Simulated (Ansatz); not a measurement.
## Ionic part of the dielectric constant of AgCl, mode by mode

The calculation used DFT PBE, scalar-relativistic, plane waves, PAW (Ansatz). Plane waves to 420 eV; Γ-centred k mesh 10×10×10; fixed occupations. No spin polarisation. Phonons by linear response, acoustic sum rule imposed.

Space group F-43m (No. 216), cubic, a = 6.059 Å. Ag has 4 Cl at 2.62 Å; around Cl lie 4 Ag at 2.62 Å.

The structure comes from a generated guess, relaxed at this level; another structure or a mixture of phases may lie lower.

The primitive cell has V = 55.62 Å³ and ε∞,zz = 3.776. Each polar mode adds Δε = (4.92064×10⁷/V)·S/ν² along z, with S its oscillator strength in e²/amu, ν in cm⁻¹ and V in Å³.

Problem. From these modes, find each Δε and ε0,zz.
| ν (cm⁻¹) | S_zz (e²/amu) |
| --- | --- |
| 119.28 | 0.06062 |

Solution.
| ν (cm⁻¹) | Δε |
| --- | --- |
| 119.28 | 3.77 |

The sum is 3.77, so ε0,zz = 7.55; the run's tensor has 7.55.

Problem. Where do the longitudinal modes lie for a wave vector along z?

Solution. At 168.62 cm⁻¹. The Lyddane–Sachs–Teller product Π(ν_LO/ν_TO)² = 2.00 agrees with ε0/ε∞ = 2.00.
